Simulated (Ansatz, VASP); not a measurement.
# BN in two plane-wave programs, part 2 of 2

Aim: how closely do two programs agree when they are given the same cell, functional and k mesh? The cell is taken from a series of runs on this material, whose earlier steps may have relaxed, scaled, displaced or heated it; both programs get it as it stands.

VASP 6.6.1 and Ansatz 0.2.0.

So far: Starting point; VASP: zone-centre phonons, LDA, pair 1.

### 3. Ansatz: zone-centre phonons, LDA, pair 1

Level of this step: Ansatz beside VASP: Kohn-Sham DFT, plane waves, LDA (Ansatz).

Ansatz runs on its PAW soft_1 files.

The same cell, functional (in two slightly different forms) and mesh now go to Ansatz, which takes its cutoff from its data sets.

input.yaml

```yaml
crystal:
  lattice:
    - [0.0, 1.8436230749, 1.7646963715]
    - [1.8436230749, 0.0, 1.7646963715]
    - [1.8436230749, 1.8436230749, 0.0]
  atoms:
    - { symbol: B, position: [0.0, 0.0, 0.0] }
    - { symbol: "N", position: [0.25, 0.25, 0.25] }
kpoints:
  mp_grid: { grid: [12, 12, 12] }
hamiltonian:
  xc: lda
  pseudopotentials: { kind: paw, azcp: { folder: soft_1 }, xc_functional: pbe }
scf:
  occupations: { method: fixed }
output:
  eigenvalues: true
phonons:
  method: dfpt
  dielectric: true
  rigid_motions: translations
```

Run with:

```
$ ansatz run input.yaml --threads 4 --pin off --max-ram 10240MiB --backend cpu --events-out ev --progress --plain --runs-dir out
```

Numbers of over 12 decimals in the logs are rounded to 6 here.

What it wrote:

```text
Engine: ansatz 0.2.0, x86_64-unknown-linux-gnu
Pseudopotentials: kind: paw
Pseudopotential: B, paw, valence charge 3, recommended cutoff 420 eV (normal), soft_1/B.paw.azcp
Pseudopotential: N, paw, valence charge 5, recommended cutoff 420 eV (normal), soft_1/N.paw.azcp
Functional definition: SPW92
  exchange = slater_x
  correlation = pw_c
Crystal: 2 atoms, lattice volume = 11.996 Å³
Basis set: ecut = 420 eV, 257 PW (Γ), exchange–correlation on 36×36×36 points (8 copies of the dense FFT grid, shifted against one another)
Bands: 8, of which v1, the nominal top of the filled ones, is band 4 counted from 1 (3 counted from 0)
Symmetry: 8 space group operations
k-points: 868 of 1728 (irreducible under 1 space group operation, time reversal used)
Non-local potential: B, projectors of the file, l = 0: 2, l = 1: 2, l = 2: 1
Non-local potential: N, projectors of the file, l = 0: 2, l = 1: 2, l = 2: 1
PAW form: soft (Blöchl's): semilocal exchange-correlation on the pseudo side does not see the compensation charge
PAW frozen core: B, regenerated for the run's functional, and the local potential with it (the file was generated under x = pbe(κ = 0.804, μ = 0.219515), c = pbe(β = 0.066725))
PAW frozen core: N, regenerated for the run's functional, and the local potential with it (the file was generated under x = pbe(κ = 0.804, μ = 0.219515), c = pbe(β = 0.066725))
PAW one-centre angular grid: B, 110 points (default); XC on 64 Gauss nodes
PAW one-centre angular grid: N, 110 points (default); XC on 64 Gauss nodes
Initial density: superposition of atomic densities (chi_scale 0.1, normalization cell, long waves kept (reshape's long-wave potential 0.00 eV rms))
Initial wavefunctions: pseudopotential atomic-orbital guess
Functional: x = slater, c = lda
SCF iter   1: F=—  HF=-527.118528 eV  |F-HF|=—  |Δ(HF+E_count)|=         —  Δρ=1.40e-1  dr2=1.90e0  ethr=3.10e-3  ⟨swp⟩=3.9  Hψ=39165  notcnv=0  defer=1549
preconditioner: auto → none  [insulator: Δε(μ)=5.027 eV  Ē_g=19.974 eV  n_scr=0 (ndim 8)  ℏωp=30.3 eV  f_vac=0.000  ε∞_Penn≈3.3]
SCF iter   2: F=—  HF=-526.497071 eV  |F-HF|=—  |Δ(HF+E_count)|=   6.21e-1  Δρ=6.33e-2  dr2=2.69e-1  ethr=3.10e-3  ⟨swp⟩=2.0  Hψ=20319  notcnv=0  defer=266
SCF iter   3: F=—  HF=-526.424882 eV  |F-HF|=—  |Δ(HF+E_count)|=   7.22e-2  Δρ=2.17e-2  dr2=3.45e-2  ethr=3.10e-3  ⟨swp⟩=3.0  Hψ=12037  notcnv=0  defer=1629
SCF iter   4: F=—  HF=-526.415057 eV  |F-HF|=—  |Δ(HF+E_count)|=   9.83e-3  Δρ=2.79e-3  dr2=3.26e-4  ethr=4.31e-4  ⟨swp⟩=3.0  Hψ=12123  notcnv=0  defer=1727
SCF iter   5: F=—  HF=-526.415033 eV  |F-HF|=—  |Δ(HF+E_count)|=   2.34e-5  Δρ=1.76e-4  dr2=1.72e-6  ethr=4.07e-6  ⟨swp⟩=3.0  Hψ=11155  notcnv=0  defer=1733
SCF iter   6: F=—  HF=-526.415033 eV  |F-HF|=—  |Δ(HF+E_count)|=   2.64e-7  Δρ=1.51e-5  dr2=6.06e-9  ethr=2.14e-8  ⟨swp⟩=2.5  Hψ=10453  notcnv=0  defer=139
SCF iter   7: F=—  HF=-526.415033 eV  |F-HF|=—  |Δ(HF+E_count)|=   3.39e-8  Δρ=6.62e-7  dr2=3.75e-11  ethr=1.25e-12  ⟨swp⟩=4.7  Hψ=35923  notcnv=0
SCF iter   8: F=-526.415033 eV  HF=-526.415033 eV  |F-HF|=1.14e-13  |Δ(HF+E_count)|=  1.00e-11  Δρ=5.83e-8  dr2=2.08e-13  ethr=1.00e-12  ⟨swp⟩=3.9  Hψ=27277  notcnv=0
SCF 1 converged in 8 iterations: F = -526.415033 eV  dr2 = 2.08e-13
  greatest PAW one-centre occupation: 0.779 electrons in one spin orbital (limit 2), on the N atom at site 1 (counted from 0), in its partial waves of l = 0
NSCF: frozen V_eff on 3 k-points
DFPT response loops at Γ: preconditioner auto → none (the input reference at scf.mixing.eps_inf says where Resta's filter doesn't serve); β = 0.50; Broyden in place of MSR1
SCF converged after 8 iterations
Free energy (F): -526.415033 eV
Harris-Foulkes:  -526.415033 eV  (|F-HF|=1.14e-13)
Internal energy: -526.415033 eV  (E = F + TS)
E sigma→0 (E₀):  -526.415033 eV
Fermi energy:    10.933610 eV
--- Per-component energies (eV) ---
  E_band       = 23.423547
  E_kinetic    = 182.250394
  E_local      = -161.441288  (includes V_loc(G=0)·N_el)
  E_nonlocal   = 43.929147
  E_hartree    = 48.864951
  E_xc         = -92.107537
  E_vxc        = -114.322065  (∫ρ·V_xc dr)
  E_paw        = -191.419967  (= ΣΔE_a)
  E_vpaw       = -24.723434  (= ΣTr[D̂ρ^β])
  E_aug_tail   = 0.000894  (compensation charges beyond the density's cutoff)
  E_ewald      = -356.617506
  E_core_change = 0.125878  (= ΣΔE_core)
  E_smearing   = -0.000000  (= −TS)
  E_closure    = 0.000000  (closes the sum)
  Σ components = -526.415033   (vs F -526.415033, Δ=0.00e0)
--- Band table (eV; the first three rows and the last of 868) ---
  k-point 0: bands = ["-9.2317", "10.5335", "10.5335", "10.9336", "19.0971", "19.4033", "19.4033", "20.8177"]
  k-point 1: bands = ["-9.0638", "9.7428", "10.3388", "10.6704", "19.2669", "19.6623", "19.7010", "21.3713"]
  k-point 2: bands = ["-8.5661", "7.7075", "9.8647", "10.2512", "19.5932", "20.2422", "20.3312", "22.6606"]
  k-point 867: bands = ["-5.0140", "0.1078", "8.4320", "9.0676", "20.1930", "20.9189", "21.8513", "25.5341"]
--- Phonons (Γ-DFPT): 4 representative perturbations + reference, on 868 of 1728 k-points (Σ response iterations 12) ---
  k mesh reduced under 1 symmetry operation, with k and −k counted as one. Each operation leaves every solved perturbation unchanged. A smaller set is not considered because the run solves the response to a homogeneous field
  ASR residual: 4.867e-6 → 0.000e0 eV/Å²; symmetrization residual: 2.453e-7 eV/Å²
  ASR residual per site (eV/Å²): 2.10e-6 4.87e-6
  Γ frequencies (cm⁻¹): 0.00 0.00 0.00 995.58 995.58 1023.73
  ε∞ (high-frequency dielectric tensor):
        4.686552     0.000000    -0.000000
        0.000000     4.686552     0.000000
       -0.000000     0.000000     4.486780
  ε⁰ (static dielectric tensor: ions relaxed, cell fixed):
        7.251570     0.000000    -0.000000
        0.000000     7.251570     0.000000
       -0.000000     0.000000     6.623831
  ε⁰ − ε∞ (ionic part):
        2.565018     0.000000     0.000000
        0.000000     2.565018     0.000000
        0.000000     0.000000     2.137051
  softest optical mode at Γ: 995.58 cm⁻¹; the repairs (sum rule, projections) moved no ω² at Γ by more than (0.36 cm⁻¹)²
  Born effective charges Z* (e; rows j = field, columns β = displacement):
    site 0:
         1.94466    0.00000   -0.00000
         0.00000    1.94466    0.00000
         0.00000   -0.00000    1.82522
    site 1:
        -1.94466   -0.00000    0.00000
        -0.00000   -1.94466   -0.00000
        -0.00000    0.00000   -1.82522
  Z* charge neutrality: 1.622e-6 e pre-enforcement
  k-mesh period / interband length: 30.6 Å / 1.31 Å = 23.35 at k = (0.0000, 0.0000, 0.0000), direct gap 8.163 eV — 14 or more, which is no proof of convergence
  optical modes at Γ without the LO–TO term, one row a degenerate level:
      ω (cm⁻¹)  modes    IR ((D/Å)²/amu)
        995.58      2            28.5993
       1023.73      1            12.5971
  optical modes at Γ + LO–TO along q̂ = [1.0000, 0.0000, 0.0000]:
      ω (cm⁻¹)  modes    IR ((D/Å)²/amu)
        995.58      1            14.2997
       1023.73      1            12.5971
       1238.41      1            14.2997
  optical modes at Γ + LO–TO along q̂ = [0.0000, 1.0000, 0.0000]:
      ω (cm⁻¹)  modes    IR ((D/Å)²/amu)
        995.58      1            14.2997
       1023.73      1            12.5971
       1238.41      1            14.2997
  optical modes at Γ + LO–TO along q̂ = [0.0000, 0.0000, 1.0000]:
      ω (cm⁻¹)  modes    IR ((D/Å)²/amu)
        995.58      2            28.5993
       1243.87      1            12.5971
```

The column dr2 measures how far the density is from self-consistency, as an energy; F and HF (Harris–Foulkes) agree once it is small.

### 4. Comparison

Known differences besides the potentials themselves: the two LDA forms differ slightly; fixed occupations in Ansatz, narrow Gaussian smearing in VASP; the cutoff is 420 eV in Ansatz and 600 eV in VASP; VASP's log shows a relativistic correction to its local exchange, Ansatz's none. Total energies have different zeros and are not compared.

The two programs side by side:

```
                                    quantity  Ansatz    VASP  difference
                                       ε∞ xx    4.69    4.68     +0.07 %
                                       ε∞ yy    4.69    4.68     +0.07 %
                                       ε∞ zz    4.49    4.48     +0.07 %
Born charge of B1 (mean of the diagonal) (e)    1.90    1.90        0.00
Born charge of N2 (mean of the diagonal) (e)   -1.90   -1.90        0.00
                  optical mode 1 to 2 (cm⁻¹)   995.6  1001.0     -0.54 %
                       optical mode 3 (cm⁻¹)  1023.7  1028.2     -0.43 %
```

Modes are paired by rising frequency, not by their patterns, so a pair may set unlike modes beside each other; they are those without the splitting of longitudinal modes.

### 5. VASP: zone-centre phonons, LDA, pair 2

Second derivatives magnify differences that forces hide, and they need a tight electronic threshold. The cell compared in this pair holds 12.17 Å³, against 12.00 Å³ for the pair before.

INCAR

```
SYSTEM = BN
PREC = Accurate
ENCUT = 600
EDIFF = 1E-08
NELM = 120
ISMEAR = 0
SIGMA = 0.01
LREAL = .FALSE.
ALGO = Normal
GGA = CA
NBANDS = 10
LORBIT = 11
LWAVE = .FALSE.
LCHARG = .FALSE.
ISIF = 2
IBRION = 8
LEPSILON = .TRUE.
LASPH = .TRUE.
GGA_COMPAT = .FALSE.
EFERMI = MIDGAP
KPAR = 2
```

POSCAR

```
BN
1.0
    0.0000000000      1.8615223281      1.7561079107
    1.8615223281      0.0000000000      1.7561079107
    1.8615223281      1.8615223281      0.0000000000
B N
1 1
Direct
    0.0000000000      0.0000000000      0.0000000000
    0.2500000000      0.2500000000      0.2500000000
```

KPOINTS

```
Automatic mesh
0
Gamma
12 12 12
0 0 0
```

Potentials, in the order of the species: B and N (LDA family, release 64).

Run with:

```
$ mpirun -np 2 vasp_std
```

What it wrote:

```text
[... set-up lines as in an earlier step ...]
 entering main loop
       N       E                     dE             d eps       ncg     rms          rms(c)
DAV:   1     0.106707104686E+02    0.10671E+02   -0.54773E+03  3316   0.884E+02
DAV:   2    -0.198550648709E+02   -0.30526E+02   -0.29618E+02  3908   0.166E+02
DAV:   3    -0.203990845948E+02   -0.54402E+00   -0.54277E+00  3818   0.194E+01
DAV:   4    -0.203998396833E+02   -0.75509E-03   -0.75508E-03  3562   0.853E-01
[...]
DAV:  11    -0.193238998442E+02   -0.52200E-06   -0.20702E-06  3628   0.103E-02    0.650E-03
DAV:  12    -0.193238997646E+02    0.79588E-07   -0.58601E-07  3598   0.471E-03    0.192E-04
DAV:  13    -0.193238997653E+02   -0.72322E-09   -0.87742E-09  2050   0.957E-04
   1 F= -.19323900E+02 E0= -.19323900E+02  d E =0.000000E+00
 Linear response reoptimize wavefunctions to high precision
DAV:   1    -0.193238997653E+02    0.13472E-10   -0.22104E-10  2238   0.186E-04
 Linear response G [H, r] |phi>, progress :
  Direction:   1
       N       E                     dE             d eps       ncg     rms
[...]
RMM:  10    -0.225947924943E+00   -0.17965E-08   -0.17459E-08 13242   0.377E-05    0.381E-07
 first order change of Fermi-energy   0.37771E-04
 force on displaced ion       2 direction 1 : -21.396  -0.000  -0.000
 Born effective charge ion    2 direction 1 :  -1.965   0.000   0.000
 Linear response progress:
  Degree of freedom:   4/  4
       N       E                     dE             d eps       ncg     rms          rms(c)
RMM:   1    -0.228331920332E+00   -0.22833E+00    0.97756E-02 11331   0.328E+00
RMM:   2    -0.223119927757E+00    0.52120E-02   -0.21079E-03  8609   0.447E-01    0.210E-01
RMM:   3    -0.224113753360E+00   -0.99383E-03   -0.32694E-04  8263   0.143E-01    0.115E-01
RMM:   4    -0.225994019979E+00   -0.18803E-02   -0.30787E-04  8053   0.138E-01    0.223E-02
[...]
RMM:   8    -0.226048057515E+00    0.21401E-06   -0.91685E-09  9438   0.462E-05    0.173E-05
RMM:   9    -0.226048033153E+00    0.24362E-07   -0.91604E-09  9621   0.424E-05    0.954E-07
RMM:  10    -0.226048033235E+00   -0.82456E-10   -0.90628E-09  7434   0.293E-05    0.478E-07
 first order change of Fermi-energy   0.90561E-03
 force on displaced ion       2 direction 3 :  -0.000  -0.000 -23.091
 Born effective charge ion    2 direction 3 :   0.000   0.000  -1.806
 Born effective charges drift removed
 Linear response finished
```

Parts of OUTCAR (step 5):

```text
  Total       -2.3886942     -2.3886942      0.0511129      0.0000000      0.0000000      0.0000000
  in kB     -314.4513298   -314.4513298      6.7285762      0.0000000      0.0000000      0.0000000
  external PRESSURE =    -207.3913611 kB  Pullay stress =       0.0000000 kB

 POSITION                                       TOTAL-FORCE (eV/Angst)
 -----------------------------------------------------------------------------------
      0.00000      0.00000      0.00000        -0.000000     -0.000000     -0.000000
      0.93076      0.93076      0.87805         0.000000      0.000000      0.000000
 -----------------------------------------------------------------------------------
    total drift:                               -0.000001     -0.000001      0.000001

 MACROSCOPIC STATIC DIELECTRIC TENSOR (including local field effects in DFT)
 ------------------------------------------------------
           4.728719    -0.000000    -0.000000
           0.000000     4.728719    -0.000000
           0.000000     0.000000     4.463573
 ------------------------------------------------------

 MACROSCOPIC STATIC DIELECTRIC TENSOR IONIC CONTRIBUTION
 ------------------------------------------------------
           2.682393     0.000000     0.000000
           0.000000     2.682393    -0.000000
           0.000000    -0.000000     2.100287
 ------------------------------------------------------

[... 1 part as in an earlier step ...]

[... 1 further part left out ...]
```

### 6. Ansatz: zone-centre phonons, LDA, pair 2

The same cell, functional (in two slightly different forms) and mesh now go to Ansatz, which takes its cutoff from its data sets.

The cell is taken from a series of runs on this material, whose earlier steps may have relaxed, scaled, displaced or heated it; both programs get it as it stands.

input.yaml, the sections that differ from step 3:

```yaml
crystal:
  lattice:
    - [0.0, 1.8615223281, 1.7561079107]
    - [1.8615223281, 0.0, 1.7561079107]
    - [1.8615223281, 1.8615223281, 0.0]
  atoms:
    - { symbol: B, position: [0.0, 0.0, 0.0] }
    - { symbol: "N", position: [0.25, 0.25, 0.25] }
# kpoints, hamiltonian, scf, output, phonons: as in step 3
```

Run with:

```
$ ansatz run input.yaml --threads 4 --pin off --max-ram 10240MiB --backend cpu --events-out ev --progress --plain --runs-dir out
```

What it wrote:

```text
[...]
Crystal: 2 atoms, lattice volume = 12.171 Å³
Basis set: ecut = 420 eV, 257 PW (Γ), exchange–correlation on 36×36×36 points (8 copies of the dense FFT grid, shifted against one another)
Bands: 8, of which v1, the nominal top of the filled ones, is band 4 counted from 1 (3 counted from 0)
Symmetry: 8 space group operations
k-points: 868 of 1728 (irreducible under 1 space group operation, time reversal used)
[...]
optical modes at Γ + LO–TO along q̂ = [1.0000, 0.0000, 0.0000]:
      ω (cm⁻¹)  modes    IR ((D/Å)²/amu)
[...]
optical modes at Γ + LO–TO along q̂ = [0.0000, 1.0000, 0.0000]:
      ω (cm⁻¹)  modes    IR ((D/Å)²/amu)
[...]
1010.16      1            12.3905
       1219.03      1            14.6692
  optical modes at Γ + LO–TO along q̂ = [0.0000, 0.0000, 1.0000]:
      ω (cm⁻¹)  modes    IR ((D/Å)²/amu)
        970.97      2            29.3385
       1227.40      1            12.3905
[key lines of the parts left out:]
SCF converged after 8 iterations
Free energy (F): -526.373365 eV
Fermi energy:    10.786422 eV
```

### 7. Side by side

Both answers:

| quantity | Ansatz | VASP | difference |
| --- | --- | --- | --- |
| ε∞ xx | 4.73 | 4.73 | +0.07 % |
| ε∞ yy | 4.73 | 4.73 | +0.07 % |
| ε∞ zz | 4.47 | 4.46 | +0.07 % |
| Born charge of B1 (mean of the diagonal) (e) | 1.92 | 1.91 | 0.00 |
| Born charge of N2 (mean of the diagonal) (e) | -1.92 | -1.91 | 0.00 |
| optical mode 1 to 2 (cm⁻¹) | 971.0 | 976.5 | -0.57 % |
| optical mode 3 (cm⁻¹) | 1010.2 | 1014.5 | -0.42 % |

Modes are paired by rising frequency, not by their patterns, so a pair may set unlike modes beside each other; they are those without the splitting of longitudinal modes.

### 8. Outcome

| Property | Result |
| --- | --- |
| r.m.s. difference of the optical zone-centre modes, each program's sorted by frequency (zone-centre phonons, LDA, pair 1) | 5.1 cm⁻¹ |
| difference in optical mode 1 to 2 (zone-centre phonons, LDA, pair 1) | -0.5 % |
| r.m.s. difference of the optical zone-centre modes, each program's sorted by frequency (zone-centre phonons, LDA, pair 2) | 5.2 cm⁻¹ |
| difference in optical mode 1 to 2 (zone-centre phonons, LDA, pair 2) | -0.6 % |

What this shows: The r.m.s. difference of the optical zone-centre modes, each program's sorted by frequency is 5.1 cm⁻¹ (zone-centre phonons, LDA, pair 1). Among the rows given in per cent, the largest difference of the zone-centre phonons, LDA, pair 1 pair is in optical mode 1 to 2, -0.5 %. Among the rows given in per cent, the largest difference of the zone-centre phonons, LDA, pair 2 pair is in optical mode 1 to 2, -0.6 %. How closely two codes agree says nothing of how well the functional describes the real material.

[Lines on the potential files, build, host, timing and source positions are cut from VASP's logs without a mark.]

[Logs are printed without paths, hosts, clocks, repeated set-up lines and the standing remarks that a program may print on its own settings, such as how far it seeks lower states.]

[Hosts, paths, dates, database ids (printed as entryN), source tags and the programs' standing remarks are cut or masked in the printed files.]
